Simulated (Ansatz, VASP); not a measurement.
**SnO in VASP and in Ansatz**

```
Sn O
1.0
     3.13193    0.00000    0.00000
     0.00000    3.13193    0.00000
     0.00000    0.00000    3.13193
Sn O
1 1
Direct
  0.01028 0.99187 0.99583
  0.49555 0.51364 0.50290
```

Change from the starting cell: atoms moved at random, drawn with an rms of 0.05 Å.

Alike in both runs: task single point; functional PBE; k mesh 9 × 9 × 9; occupations fermi-dirac, width 0.05 eV; no spin polarisation.

```csv
,VASP,Ansatz
version,VASP 6.6.1,Ansatz 0.2.0
potentials or method,"VASP PAW PBE potentials, release 64 (Sn_d, O)",Ansatz PAW
plane-wave cutoff (eV),520,420
valence electrons in the cell,20,20
```

|  | VASP | Ansatz | Ansatz less VASP |
| --- | --- | --- | --- |
| gap on the k mesh at the Fermi level (eV) | 0.47 | 0.48 | +0.005 |
| least direct gap on the mesh (eV) | 0.91 | 0.91 | 0.000 |
| pressure (GPa) | 0.0 | 0.1 | +0.02 |
| largest component of the traceless stress (GPa) | 0.08 | 0.08 | +0.002 |
| rms of the force components (eV/Å) | 0.176 | 0.180 | +0.0036 |

Atom by atom the forces differ by 0.004 eV/Å (rms over components). The functional is the same, so the differences come from potentials, cutoffs and numerics.

Caveats: spin-orbit coupling is left out, which moves the levels of the heavy elements; an odd mesh through Γ misses points on the zone boundary, where band edges often lie (VASP); odd divisions of the mesh miss points on the zone boundary, where band edges often lie, so the gap on the mesh can be too wide (Ansatz); the pressure holds a Pulay correction of +0.5 GPa for the finite cutoff (Ansatz).
